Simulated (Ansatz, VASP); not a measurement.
## Two plane-wave programs on Lu

Contents of POSCAR:

```
Lu
1.0
    3.5031000000      0.0000000000      0.0000000000
   -1.7515500000      3.0337735920      0.0000000000
    0.0000000000      0.0000000000      5.5509000000
Lu
2
Direct
    0.6666666667      0.3333333333      0.7500000000
    0.3333333333      0.6666666667      0.2500000000
```

File INCAR.step1:

```
ALGO = Normal ; EDIFF = 1E-4
ENCUT = 520 ; GGA = PE
ISMEAR = -1 ; LASPH = True
LCHARG = False ; LREAL = False
LWAVE = True ; NBANDS = 32
NELM = 100 ; PREC = Accurate
SIGMA = 0.05
```

Contents of INCAR.step2:

```
ALGO = Normal ; EDIFF = 1E-6
ENCUT = 520 ; ISIF = 2
ISMEAR = -1 ; ISTART = 1
LASPH = True ; LCHARG = True
LELF = True ; LMIXTAU = True
LREAL = False ; LVHAR = True
LWAVE = False ; METAGGA = R2SCAN
NBANDS = 32 ; NELM = 100
PREC = Accurate ; SIGMA = 0.05
```

Contents of KPOINTS:

```
k-points
0
Gamma
  5 5 3
```

File input.yaml:

```yaml
crystal:
  lattice:
    - [3.5031, 0.0, 0.0]
    - [-1.75155, 3.033773592, 0.0]
    - [0.0, 0.0, 5.5509]
  atoms:
    - { symbol: Lu, position: [0.6666666667, 0.3333333333, 0.75] }
    - { symbol: Lu, position: [0.3333333333, 0.6666666667, 0.25] }
hamiltonian:
  xc: r2scan
  pseudopotentials: { kind: paw }
kpoints:
  mp_grid: { grid: [5, 5, 3] }
scf:
  occupations: { method: fermi_dirac, width: 0.05 }
  n_extra_bands: 6
output:
  forces: true
  stress: true
  eigenvalues: true
  dos: { projected: true, de: 0.05, nscf_kmesh: { grid: [8, 8, 5] } }
```

Alike in both runs: functional r2SCAN; k mesh 5 × 5 × 3; occupations fermi-dirac, width 0.05 eV; no spin polarisation.

|  | VASP | Ansatz |
| --- | --- | --- |
| version | VASP 6.6.1 | Ansatz 0.2.0 |
| potentials or method | VASP PAW PBE potentials, release 64 (Lu) | Ansatz PAW |
| plane-wave cutoff (eV) | 520 | 500 |
| valence electrons in the cell | 50 | 50 |
| task | single point | projected density of states |

|  | VASP | Ansatz | Ansatz less VASP |
| --- | --- | --- | --- |
| gap on the k mesh at the Fermi level (eV) | none | none | - |
| pressure (GPa) | 0.1 | -0.1 | -0.26 |
| largest component of the traceless stress (GPa) | 0.38 | 0.28 | -0.097 |

A gap of «none» marks a metal or a gap that the smearing closes.

Caveats: the k mesh is coarse (spacing up to 0.41 Å⁻¹), so the values aren't converged; the PAW data sets were made with another functional, which shifts forces and pressure a little (VASP); the PAW data sets come from PBE, with cores solved anew for the run's functional, which leaves a small shift of forces and pressure (Ansatz); the density of states is complete only up to the lowest level of the last band computed (Ansatz). The runs have no spin-orbit coupling, so splittings on Lu are missing.
